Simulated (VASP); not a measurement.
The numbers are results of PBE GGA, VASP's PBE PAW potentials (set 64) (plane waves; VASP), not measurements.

The input files of a VASP run:

### POSCAR
```
ZnTe
1
    0.0000000000     2.9950915118     2.9950915118
    2.9950915118     0.0000000000     2.9950915118
    2.9950915118     2.9950915118     0.0000000000
Zn Te
1 1
Direct
  0.0000000000   0.0000000000   0.0000000000
  0.2500000000   0.2500000000   0.2500000000
```

### KPOINTS
```
Automatic mesh
0
Gamma
8 8 8
0 0 0
```

### INCAR
```
ENCUT = 480   ! plane-wave cut-off (eV)
LCHARG = .False.
LASPH = .True.   ! aspherical one-centre terms
LWAVE = .False.
ISMEAR = 0   ! Gaussian
NELM = 100   ! most electronic steps
ALGO = Normal   ! blocked Davidson
SIGMA = 0.05   ! width (eV)
PREC = Accurate
EDIFF = 1E-7
LMAXMIX = 4   ! l cut-off of mixed one-centre charges
GGA = PE   ! PBE
LREAL = .False.
ISIF = 2
SYSTEM = ZnTe
```

POTCAR, in this order: Zn Te (PBE.64 set). Program: vasp_std.

Output of the run:

OUTCAR:
```
 ion  position               nearest neighbor table
   1  0.000  0.000  0.000-   2 2.59   2 2.59   2 2.59   2 2.59
   2  0.250  0.250  0.250-   1 2.59   1 2.59   1 2.59   1 2.59
  LATTYP: Found a face centered cubic cell.
 ALAT       =     5.9901830236
 Subroutine PRICEL returns:
 Original cell was already a primitive cell.
 Subroutine GETGRP returns: Found 24 space group operations
The static configuration has the point symmetry T_d .
The dynamic configuration has the point symmetry T_d .
 Subroutine INISYM returns: Found 24 space group operations
 Subroutine IBZKPT returns following result:
 Found     29 irreducible k-points:

 Following reciprocal coordinates:
            Coordinates               Weight
  0.000000  0.000000  0.000000      1.000000
  0.125000  0.000000  0.000000      8.000000
  0.250000  0.000000  0.000000      8.000000
  0.375000  0.000000  0.000000      8.000000
  0.500000  0.000000  0.000000      4.000000
  0.125000  0.125000  0.000000      6.000000
  0.250000  0.125000  0.000000     24.000000
  0.375000  0.125000  0.000000     24.000000
  0.500000  0.125000  0.000000     24.000000
 -0.375000  0.125000  0.000000     24.000000
 -0.250000  0.125000  0.000000     24.000000
 -0.125000  0.125000  0.000000     12.000000
  0.250000  0.250000  0.000000      6.000000
  0.375000  0.250000  0.000000     24.000000
  0.500000  0.250000  0.000000     24.000000
 -0.375000  0.250000  0.000000     24.000000
 -0.250000  0.250000  0.000000     12.000000
  0.375000  0.375000  0.000000      6.000000
  0.500000  0.375000  0.000000     24.000000
 -0.375000  0.375000  0.000000     12.000000
  0.500000  0.500000  0.000000      3.000000
  0.375000  0.250000  0.125000     24.000000
  0.500000  0.250000  0.125000     48.000000
 -0.375000  0.250000  0.125000     24.000000
  0.500000  0.375000  0.125000     24.000000
 -0.375000  0.375000  0.125000     48.000000
 -0.250000  0.375000  0.125000     24.000000
 -0.375000  0.500000  0.125000     12.000000
 -0.250000  0.500000  0.250000      6.000000
   k-points           NKPTS =     29   k-points in BZ     NKDIM =     29   number of bands    NBANDS=     13
   number of dos      NEDOS =    301   number of ions     NIONS =      2
   total plane-waves  NPLWV =  27000
   dimension x,y,z NGX =    30 NGY =   30 NGZ =   30
   dimension x,y,z NGXF=    60 NGYF=   60 NGZF=   60
   ions per type =               1   1
   PREC   = accura    normal or accurate (medium, high low for compatibility)
   ISTART =      0    job   : 0-new  1-cont  2-samecut
   ICHARG =      2    charge: 1-file 2-atom 10-const
   ISPIN  =      1    spin polarized calculation?
   LNONCOLLINEAR =      F non collinear calculations
   LSORBIT =      F    spin-orbit coupling
   INIWAV =      1    electr: 0-lowe 1-rand  2-diag
   ENCUT  =  480.0 eV  35.28 Ry    5.94 a.u.   7.57  7.57  7.57*2*pi/ulx,y,z
   NELM   =    100;   NELMIN=  2; NELMDL= -5     # of ELM steps
   EDIFF  = 0.1E-06   stopping-criterion for ELM
   LREAL  =      F    real-space projection
   NLSPLINE    = F    spline interpolate recip. space projectors
   LMAXMIX     =    4 max onsite mixed and CHGCAR
   VOSKOWN=      0    Vosko Wilk Nusair interpolation
   EDIFFG = 0.1E-05   stopping-criterion for IOM
   NSW    =      0    number of steps for IOM
   NBLOCK =      1;   KBLOCK =      1    inner block; outer block
   IBRION =     -1    ionic relax: 0-MD 1-quasi-New 2-CG
   NFREE  =      0    steps in history (QN), initial steepest desc. (CG)
   ISIF   =      2    stress and relaxation
   ISYM   =      2    0-nonsym 1-usesym 2-fastsym
   TEIN   =    0.0    initial temperature
   TEBEG  =    0.0;   TEEND  =   0.0 temperature during run
   SMASS  =  -3.00    Nose mass-parameter (am)
...
```

File OSZICAR:
```
       N       E                     dE             d eps       ncg     rms          rms(c)
DAV:   1     0.779613115984E+02    0.77961E+02   -0.83776E+03   754   0.144E+03
DAV:   2    -0.898588131808E+00   -0.78860E+02   -0.75668E+02   779   0.254E+02
DAV:   3    -0.522838560970E+01   -0.43298E+01   -0.43157E+01   959   0.606E+01
DAV:   4    -0.528592750165E+01   -0.57542E-01   -0.57531E-01   907   0.702E+00
DAV:   5    -0.528709160931E+01   -0.11641E-02   -0.11641E-02   947   0.819E-01    0.534E+00
DAV:   6    -0.511955218549E+01    0.16754E+00   -0.61675E-01   909   0.246E+01    0.410E+00
DAV:   7    -0.510886023076E+01    0.10692E-01   -0.12722E-01   849   0.427E+00    0.167E+00
DAV:   8    -0.510868536954E+01    0.17486E-03   -0.50928E-03  1030   0.749E-01    0.400E-01
DAV:   9    -0.510885709402E+01   -0.17172E-03   -0.10539E-03   809   0.383E-01    0.138E-01
DAV:  10    -0.510888468221E+01   -0.27588E-04   -0.10376E-04   945   0.109E-01    0.870E-02
DAV:  11    -0.510893763520E+01   -0.52953E-04   -0.85504E-05   789   0.655E-02    0.322E-02
DAV:  12    -0.510893829372E+01   -0.65853E-06   -0.33810E-06   940   0.204E-02    0.144E-02
DAV:  13    -0.510893835511E+01   -0.61387E-07   -0.55353E-07   819   0.532E-03
   1 F= -.51089384E+01 E0= -.51089384E+01  d E =-.130801E-16
```

File OUTCAR:
```
------------------------ aborting loop because EDIFF is reached ----------------------------------------
  FORCE on cell =-STRESS in cart. coord.  units (eV):
  Direction    XX          YY          ZZ          XY          YZ          ZX
  --------------------------------------------------------------------------------------
  Total        1.7143303      1.7143303      1.7143303      0.0000000      0.0000000     -0.0000000
  in kB       51.1145802     51.1145802     51.1145802      0.0000000      0.0000000     -0.0000000
  external PRESSURE =      51.1145802 kB  Pullay stress =       0.0000000 kB
  volume of cell :       53.74
      direct lattice vectors                 reciprocal lattice vectors
     0.000000000  2.995091512  2.995091512    -0.166939807  0.166939807  0.166939807
     2.995091512  0.000000000  2.995091512     0.166939807 -0.166939807  0.166939807
     2.995091512  2.995091512  0.000000000     0.166939807  0.166939807 -0.166939807
 POSITION                                       TOTAL-FORCE (eV/Angst)
 -----------------------------------------------------------------------------------
      0.00000      0.00000      0.00000        -0.000000     -0.000000     -0.000000
      1.49755      1.49755      1.49755         0.000000      0.000000      0.000000
 -----------------------------------------------------------------------------------
    total drift:                               -0.000001     -0.000001     -0.000000
  FREE ENERGIE OF THE ION-ELECTRON SYSTEM (eV)
  ---------------------------------------------------
  free  energy   TOTEN  =        -5.1089383551 eV

  energy  without entropy=       -5.1089383551  energy(sigma->0) =       -5.10893836
```
(Selected blocks of OUTCAR.)

### OUTCAR
```
 val. band max:        3.7680312886   @ k =   0.0000   0.0000   0.0000

 cond. band min:       5.2903430529   @ k =   0.0000   0.0000   0.0000


 Fermi energy:         4.0426561484

 k-point     1 :       0.0000    0.0000    0.0000
  band No.  band energies     occupation
      1      -8.3883      2.00000
      2      -3.3606      2.00000
      3      -3.3606      2.00000
      4      -3.3606      2.00000
      5      -3.0960      2.00000
      6      -3.0960      2.00000
      7       3.7680      2.00000
      8       3.7680      2.00000
      9       3.7680      2.00000
     10       5.2903      0.00000
     11       8.1023      0.00000
     12       8.1023      0.00000
     13       8.1023      0.00000

 k-point     2 :       0.1250    0.0000    0.0000
  band No.  band energies     occupation
      1      -8.2712      2.00000
      2      -3.3519      2.00000
      3      -3.3495      2.00000
      4      -3.3495      2.00000
      5      -3.0975      2.00000
      6      -3.0975      2.00000
      7       2.3722      2.00000
      8       3.5816      2.00000
      9       3.5816      2.00000
     10       6.0431      0.00000
     11       8.3610      0.00000
     12       8.3799      0.00000
     13       8.3799      0.00000

 k-point     3 :       0.2500    0.0000    0.0000
  band No.  band energies     occupation
      1      -7.9595      2.00000
      2      -3.3249      2.00000
      3      -3.3249      2.00000
      4      -3.2994      2.00000
      5      -3.0981      2.00000
      6      -3.0981      2.00000
      7       0.5053      2.00000
      8       3.2061      2.00000
      9       3.2061      2.00000
     10       5.9970      0.00000
     11       8.7907      0.00000
     12       8.7907      0.00000
     13       9.8567      0.00000

 k-point     4 :       0.3750    0.0000    0.0000
  band No.  band energies     occupation
      1      -7.5927      2.00000
      2      -3.3048      2.00000
      3      -3.3048      2.00000
...
```

Unless said otherwise, spin-orbit coupling is left out, though it shifts the bands of the heavy elements here.

The compound is ZnTe in the zinc blende structure. This cell was strained or had an atom moved on purpose.
